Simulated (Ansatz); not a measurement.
## Cost against accuracy: kpoints.mp_grid.grid for InN (P6_3mc, 4 atoms in the cell)

```yaml
crystal:
  lattice:
    - [3.50872, 0.00000, 0.00000]
    - [-1.75436, 3.03864, 0.00000]
    - [0.00000, 0.00000, 5.66492]
  atoms:
    - { symbol: In, position: [0.66667, 0.33333, 0.50048] }
    - { symbol: In, position: [0.33333, 0.66667, 0.00048] }
    - { symbol: N, position: [0.66667, 0.33333, 0.87952] }
    - { symbol: N, position: [0.33333, 0.66667, 0.37952] }
```

Level of theory: PBE, PAW files (plane waves; Ansatz, an electronic-structure program).

Base settings: basis.ecutwfc = 420 eV; kpoints.mp_grid.grid = 7 7 4; hamiltonian.xc = pbe; hamiltonian.pseudopotentials = {kind: paw} (an earlier, softer set of the program's PAW files); scf.occupations.method = cold; scf.occupations.width = 0.2 eV.

Misses are taken against the tightest run, 26 26 14, which need not be fully converged itself. The energy is the free energy per atom.

The count of work is k-points × plane waves × bands × iterations; it is no time, and leaves out set-up, grids and terms that scale otherwise. Core times come from one kind of shared machine and are given to one figure; runs under 30 s give none.

The starting cell comes from a database of computed structures (which also holds hypothetical and non-ambient phases and stackings), without a prior relaxation at this level. Its lattice was rescaled by a random factor within 2.5 % of one. In the base run, with a pressure of about 9 GPa the cell is away from its equilibrium volume at this level. Ansatz's pressure includes its estimate of the finite-basis (Pulay) stress. The run gives no clean gap (levels at the Fermi energy touch, overlap or are partly filled at this smearing), which alone does not show that the compound is a metal.

The runs (kpoints.mp_grid.grid): 1 1 1 | 2 2 1 | 3 3 2 | 4 4 3 | 5 5 3 | 6 6 3 | 7 7 4 | 9 9 5 | 10 10 6 | 12 12 7 | 14 14 8 | 17 17 9 | 21 21 12 | 26 26 14.

Task: Which is the coarsest setting among those run that, with all tighter ones, holds the energy within 20 meV/atom of the reference, and what does it save?

Result: 4 4 3, off by 10 meV/atom; it needs 0.0082 of the reference's count of work.

Task: Which is the coarsest setting among those run that, with all tighter ones, holds the energy within 2 meV/atom of the reference, and what does it save?

Result: 12 12 7, off by 0.76 meV/atom; it needs 0.14 of the reference's count of work. The coarser 5 5 3 also lies inside, but a setting between leaves the range again, so that is luck.

Task: What does the step from 1 1 1 to 3 3 2 buy?

Result: It takes the miss in the energy from 3200 to 60 meV/atom, for 5.3 times the count of work.

| kpoints.mp_grid.grid | energy less reference (meV/atom) | pressure less reference (GPa) | largest difference in the force on any atom (eV/Å) | count of work / reference | core time / reference (rough) |
|---|---|---|---|---|---|
| 1 1 1 | 3229.59 | 35.21 | 2.851 | 0.0011 | – |
| 2 2 1 | 234.08 | 2.21 | 0.208 | 0.0023 | – |
| 3 3 2 | 59.84 | 0.74 | 0.047 | 0.0061 | – |
| 4 4 3 | 10.47 | 0.10 | 0.008 | 0.0082 | – |
| 5 5 3 | -0.06 | -0.06 | 0.000 | 0.010 | – |
| 6 6 3 | -2.83 | -0.08 | 0.003 | 0.016 | – |
| 7 7 4 | -4.76 | -0.10 | 0.001 | 0.024 | – |
| 9 9 5 | 6.21 | 0.11 | 0.000 | 0.069 | – |
| 10 10 6 | 2.20 | 0.04 | 0.000 | 0.11 | – |
| 12 12 7 | -0.76 | -0.01 | 0.000 | 0.14 | – |
| 14 14 8 | -1.65 | -0.03 | 0.000 | 0.21 | – |
| 17 17 9 | -1.37 | -0.02 | 0.000 | 0.29 | 0.3 |
| 21 21 12 | -0.45 | -0.01 | 0.000 | 0.60 | 0.6 |
| 26 26 14 | 0.00 | 0.00 | 0.000 | 1.0 | 1 |

Keys are those of Ansatz 0.2.
